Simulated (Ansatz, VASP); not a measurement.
## One calculation of Al, two programs

```
CELL_PARAMETERS angstrom
2.72082 0.00000 0.00000
0.00000 2.72082 0.00000
0.00000 0.00000 2.72082
ATOMIC_POSITIONS crystal
Al 0.00000 0.00000 0.00000
```

Alike in both runs: functional PBE; k mesh 15 × 15 × 15; occupations fermi-dirac, width 0.05 eV; no spin polarisation.

Ansatz relaxed the structure, and its values are those at the end. VASP's run is a single point on that final structure, the one shown.

|  | VASP | Ansatz |
| --- | --- | --- |
| version | VASP 6.6.1 | Ansatz 0.2.0 |
| potentials or method | VASP PAW PBE potentials, release 64 (Al) | PAW with Ansatz's earlier generated frozen-core files (soft_1), scalar-relativistic |
| plane-wave cutoff (eV) | 520 | 420 |
| valence electrons in the cell | 3 | 3 |

|  | VASP | Ansatz | Ansatz less VASP |
| --- | --- | --- | --- |
| pressure (GPa) | 0.0 | 0.0 | +0.01 |

With one functional, cell and mesh, what is left measures potentials, basis and numerics.
